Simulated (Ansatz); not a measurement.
Computed properties of SiNi

```
Si Ni
1.0
     3.02662    0.00000    0.00000
     0.00000    3.27350    0.00000
     0.00000    0.00000    4.69776
Si Ni
2 2
Cartesian
  1.5133 1.6367 3.9569
  0.0000 0.0000 0.7408
  1.5133 1.6367 1.6171
  0.0000 0.0000 3.0807
```

Atoms are numbered in the order listed.

The cell is COD entry 2300377, as deposited and not checked against the literature; nothing was relaxed.

All numbers are computed: DFT, PBE, all-electron LAPW, scalar-relativistic (Ansatz 0.2.0); DFT, PBE, PAW with Ansatz's default frozen-core files, scalar-relativistic (Ansatz 0.2.0).

For LAPW: a Γ-centred 13×12×9 k mesh, Fermi–Dirac smearing of 0.03 eV, basis error target 1 meV/atom, spin-polarised from start moments Ni3 1.5, Ni4 1.5 μB (the moments died away, and the run ended non-magnetic). PAW takes a cutoff of 420 eV at this cell. The Ansatz runs share mesh, smearing and spin set-up. Values come from LAPW unless marked.

```json
{
  "Pressure at this cell": "11.0 kbar",
  "Band gap": "none: bands cross the Fermi level, a metal",
  "Stress xx, yy, zz (compression positive)": "1.03, 1.10, 1.18 GPa",
  "Largest force": "0.0046 Ry/bohr on Ni3",
  "Density of states at the Fermi level (0.2 eV bin)": "1.09 states/eV per cell",
  "Löwdin charges (with 0.50 e of the cell spilling out of the atomic basis, so their sizes and signs hang on that basis)": "Si1 -0.30, Ni3 0.55 e",
  "Bader charges (from the PAW run)": "Si1 +0.37, Ni3 -0.37 e",
  "Volume per atom": "11.64 Å³"
}
```
